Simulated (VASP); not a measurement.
# Si (Fd-3m) in VASP: notebook, part 2 of 2

VASP 6.6.1. Earlier steps stand in the parts before.

## (4) Relaxation of the atoms, PBE (a relaxed cell with its volume scaled by 1.06)

INCAR reads:

```
PREC = Accurate
ENCUT = 300
EDIFF = 1E-7
ISMEAR = 0
SIGMA = 0.03
LREAL = F
LASPH = T
NELM = 80
ALGO = Fast
ISIF = 2
LWAVE = F
LCHARG = F
GGA = PE
IBRION = 2
NSW = 40
EDIFFG = -0.01
```

KPOINTS reads:

```
Automatic mesh
0
Gamma
  5 5 5
```

POSCAR reads:

```
Si                                      
1.0
    0.0000000000      2.7886474171      2.7886474171
    2.7886474171      0.0000000000      2.7886474171
    2.7886474171      2.7886474171      0.0000000000
  Si            
     2
Direct
     0.7500000000000000    0.7500000000000000    0.7500000000000000
     0.5000000000000000    0.5000000000000000    0.5000000000000000
```

Run with:

```bash
cat potpaw_PBE.64/Si/POTCAR > POTCAR
mpirun -np 1 vasp_std > vasp.out
```

Run time: 2 s. Hardware: 1 thread of AMD EPYC 9R45 (Zen 5), shared host; peak memory 0.09 GiB.

Results (log left out):

| Quantity | Value |
| --- | --- |
| Free energy | -10.7457 eV |
| Pressure after relaxing | -4.6 GPa |
| Band gap on the k mesh | 0.71 eV, indirect (least direct gap 2.40 eV) |

Final structure:
```yaml
crystal:
  lattice:
    - [0.00000, 2.78865, 2.78865]
    - [2.78865, 0.00000, 2.78865]
    - [2.78865, 2.78865, 0.00000]
  atoms:
    - { symbol: Si, position: [0.75000, 0.75000, 0.75000] }
    - { symbol: Si, position: [0.50000, 0.50000, 0.50000] }
```

Levels at points of the mesh, in eV from the valence-band top:
```csv
k point,band 2,band 3,band 4,band 5,band 6,band 7
"(0.00, 0.00, 0.00)",0.00,0.00,0.00,2.48,2.52,2.52
```

Caveat: the cutoff is under 1.25 times the usual one of these potentials, so pressure, stress and relaxed cells hold a basis-set (Pulay) error; the relaxation stopped at its first step, so nothing moved; an odd mesh through Γ misses points on the zone boundary, where band edges often lie.

## (5) Relaxation of cell and atoms, PBEsol

INCAR reads:

```
SYSTEM = Si
PREC     = Accurate       ! precision mode
ENCUT    = 600            ! plane-wave cutoff, eV
EDIFF    = 1E-6           ! SCF threshold, eV
ISMEAR   = 0              ! smearing method
SIGMA    = 0.03           ! smearing width, eV
LREAL    = .FALSE.        ! projectors in reciprocal space
LASPH    = .TRUE.         ! aspherical terms in the spheres
NELM     = 80             ! most SCF steps
ALGO     = Normal         ! electronic algorithm
ISIF     = 3              ! what is computed and relaxed
LWAVE    = .FALSE.        ! write WAVECAR
LCHARG   = .FALSE.        ! write CHGCAR
GGA      = PS             ! functional
IBRION   = 2              ! ionic algorithm
NSW      = 90             ! ionic steps
EDIFFG   = -0.01          ! ionic threshold
```

KPOINTS reads:

```
regular mesh
0
G
  10 10 10
  0 0 0
```

POSCAR reads:

```
Si
1.0
    0.0000000000      2.7135600000      2.7135600000
    2.7135600000      0.0000000000      2.7135600000
    2.7135600000      2.7135600000      0.0000000000
Si
2
Direct
    0.7500000000      0.7500000000      0.7500000000
    0.5000000000      0.5000000000      0.5000000000
```

Potentials or basis: VASP PAW PBE potentials, release 64 (Si).

Run with:

```bash
cat potpaw_PBE.64/Si/POTCAR > POTCAR
mpirun -np 1 vasp_std > vasp.out
```

OUTCAR:

```text
SYSTEM = Si
   PREC = Accurate
   ENCUT = 600
   EDIFF = 1E-6
   ISMEAR = 0
   LREAL = .FALSE.
   LASPH = .TRUE.
   NELM = 80
   ISIF = 3
   GGA = PS
   IBRION = 2
   NSW = 90
   EDIFFG = -0.01

 ion  position               nearest neighbor table
   1  0.750  0.750  0.750-   2 2.35   2 2.35   2 2.35   2 2.35
   2  0.500  0.500  0.500-   1 2.35   1 2.35   1 2.35   1 2.35

  LATTYP: Found a face centered cubic cell.
 ALAT       =     5.4271200000

  Lattice vectors:

 A1 = (   0.0000000000,   2.7135600000,   2.7135600000)
 A2 = (   2.7135600000,   0.0000000000,   2.7135600000)
 A3 = (   2.7135600000,   2.7135600000,   0.0000000000)

Analysis of symmetry for initial positions (statically):
=====================================================================
 Subroutine PRICEL returns:
 Original cell was already a primitive cell.

 Routine SETGRP: Setting up the symmetry group for a
 face centered cubic supercell.

 Subroutine GETGRP returns: Found 48 space group operations
 (whereof 24 operations were pure point group operations)
 out of a pool of 48 trial point group operations.

The static configuration has the point symmetry T_d .
 The point group associated with its full space group is O_h .

Analysis of symmetry for dynamics (positions and initial velocities):
=====================================================================
 Subroutine PRICEL returns:
 Original cell was already a primitive cell.

 Routine SETGRP: Setting up the symmetry group for a
 face centered cubic supercell.

 Subroutine GETGRP returns: Found 48 space group operations
 (whereof 24 operations were pure point group operations)
 out of a pool of 48 trial point group operations.

The dynamic configuration has the point symmetry T_d .
 The point group associated with its full space group is O_h .

 Subroutine INISYM returns: Found 48 space group operations
[... 125 lines left out ...]
   IVDW    =     0    specifies the selected vdW correction
   LEPSILON=     F    determine dielectric tensor
   LRPA    =     F    only Hartree local field effects (RPA)
 conjugate gradient relaxation of ions
 non-spin polarized calculation
 Gauss-broadening in eV      SIGMA  =   0.03
  energy-cutoff  :      600.00
  volume of cell :       39.96
 maximum number of plane-waves:      1363
   NGX = 15   NGY = 15   NGZ = 15

--------------------------------------- Ionic step        1  -------------------------------------------

 number of electron       7.9999999 magnetization

 Free energy of the ion-electron system (eV)
  ---------------------------------------------------
  ext. energy  EPLUGINS =         0.00000000
  ---------------------------------------------------
  free energy    TOTEN  =       -11.49228947 eV

  energy without entropy =      -11.49228947  energy(sigma->0) =      -11.49228947

------------------------ aborting loop because EDIFF is reached ----------------------------------------

  FORCE on cell =-STRESS in cart. coord.  units (eV):
  Direction    XX          YY          ZZ          XY          YZ          ZX
  --------------------------------------------------------------------------------------
  -------------------------------------------------------------------------------------
  Total        0.1140348      0.1140348      0.1140348     -0.0000000      0.0000000     -0.0000000
  in kB        4.5719330      4.5719330      4.5719330     -0.0000000      0.0000000     -0.0000000
  external PRESSURE =       4.5719330 kB  Pullay stress =       0.0000000 kB
[... 59 lines left out ...]
--------------------------------------- Ionic step        3  -------------------------------------------

 number of electron       7.9999999 magnetization

 Free energy of the ion-electron system (eV)
  ---------------------------------------------------
  ext. energy  EPLUGINS =         0.00000000
  ---------------------------------------------------
  free energy    TOTEN  =       -11.49255543 eV

  energy without entropy =      -11.49255543  energy(sigma->0) =      -11.49255543

 E-fermi :   5.9295     XC(G=0):  -9.5428

 val. band max:        5.7622116004   @ k =   0.0000   0.0000   0.0000
 cond. band min:       6.2336800473   @ k =   0.4000   0.4000   0.0000
 fundamental gap:      0.4714684470
 Fermi energy:         5.9294791980

 k-point     1 :       0.0000    0.0000    0.0000
  band No.  band energies     occupation
      1      -6.2091      2.00000
      2       5.7622      2.00000
      3       5.7622      2.00000
      4       5.7622      2.00000
      5       8.2784      0.00000
      6       8.2784      0.00000
      7       8.2784      0.00000
      8       9.0552      0.00000
[... 243 lines left out ...]
 k-point    24 :       0.4000    0.3000    0.0000
  band No.  band energies     occupation
      1      -4.0432      2.00000
      2       0.3391      2.00000
      3       2.8795      2.00000
      4       3.3137      2.00000
      5       6.7116      0.00000
      6       7.8986      0.00000
      7      12.6607      0.00000
      8      12.7818      0.00000

 [... further k-points ...]
[... 5 lines left out ...]
  --------------------------------------------------------------------------------------
  -------------------------------------------------------------------------------------
  Total        0.0009868      0.0009868      0.0009868     -0.0000000      0.0000000      0.0000000
  in kB        0.0393745      0.0393745      0.0393745     -0.0000000      0.0000000      0.0000000
  external PRESSURE =       0.0393745 kB  Pullay stress =       0.0000000 kB
[... 17 lines left out ...]
  FREE ENERGIE OF THE ION-ELECTRON SYSTEM (eV)
  ---------------------------------------------------
  free  energy   TOTEN  =       -11.4925554341 eV

  energy  without entropy=      -11.4925554341  energy(sigma->0) =      -11.49255543

 reached required accuracy - stopping structural energy minimisation
```

It took 9.3 s on 1 thread of Intel Xeon 6975P-C (Granite Rapids), shared host; peak memory 0.17 GiB.

What came out:

| Item | Value |
| --- | --- |
| Free energy | -11.4926 eV |
| Relaxed volume | 20.08 Å³/atom |
| Relaxed cell | a = 3.844 Å, b = 3.844 Å, c = 3.844 Å, α = 60.00°, β = 60.00°, γ = 60.00° |
| Space group after relaxing (to 0.05 Å) | Fd-3m (No. 227) |
| Energy gained by relaxing | 0.1 meV/atom |
| Ionic steps | 3 |
| Pressure after relaxing | 0.0 GPa |
| Band gap on the k mesh | 0.47 eV, indirect (least direct gap 2.52 eV) |

The path:
| step | energy change (eV) | largest force (eV/Å) | pressure (GPa) | volume (Å³) |
| --- | --- | --- | --- | --- |
| 1 | 0.0000 | 0.0000 | 0.46 | 39.96 |
| 2 | -0.0001 | 0.0000 | -0.32 | 40.29 |
| 3 | -0.0003 | 0.0000 | 0.00 | 40.15 |

Final structure:
```
Si
1.0
     0.00000    2.71785    2.71785
     2.71785    0.00000    2.71785
     2.71785    2.71785    0.00000
Si
2
Direct
  0.75000 0.75000 0.75000
  0.50000 0.50000 0.50000
```

Levels at points of the mesh, in eV from the valence-band top:
| k point | band 2 | band 3 | band 4 | band 5 | band 6 | band 7 |
| --- | --- | --- | --- | --- | --- | --- |
| (0.00, 0.00, 0.00) | 0.00 | 0.00 | 0.00 | 2.52 | 2.52 | 2.52 |
| (0.50, 0.00, 0.00) | -7.00 | -1.20 | -1.20 | 1.46 | 3.27 | 3.27 |
| (0.50, 0.50, 0.00) | -7.82 | -2.87 | -2.87 | 0.59 | 0.59 | 10.04 |

Caveat: the PAW data sets were made with another functional, which shifts forces and pressure a little.

## (6) Summary

| task | level | cell | k mesh | cutoff (eV) | gap on the mesh (eV) | pressure (GPa) |
| --- | --- | --- | --- | --- | --- | --- |
| relaxation of the atoms | PBE | atoms relaxed from: a relaxed cell with its volume scaled by 1.02 | 5 × 5 × 5 | 300 | 0.65 | -1.7 |
| relaxation of the atoms | PBE | atoms relaxed from: a relaxed cell with its volume scaled by 1.04 | 5 × 5 × 5 | 300 | 0.68 | -3.2 |
| relaxation of the atoms | PBE | atoms relaxed from: a relaxed cell with its volume scaled by 1.06 | 5 × 5 × 5 | 300 | 0.71 | -4.6 |
| relaxation of cell and atoms | PBEsol | relaxed | 10 × 10 × 10 | 600 | 0.47 | 0.0 |

Alike in all rows: potentials or basis VASP PAW PBE potentials, release 64 (Si); no spin polarisation; smearing gaussian 0.03 eV.

Caveats: the cutoff is under 1.25 times the usual one of these potentials, so pressure, stress and relaxed cells hold a basis-set (Pulay) error (some runs); the relaxation stopped at its first step, so nothing moved (some runs); an odd mesh through Γ misses points on the zone boundary, where band edges often lie (some runs); the PAW data sets were made with another functional, which shifts forces and pressure a little (some runs).

Absolute energies hang on the potentials; compare differences alone.
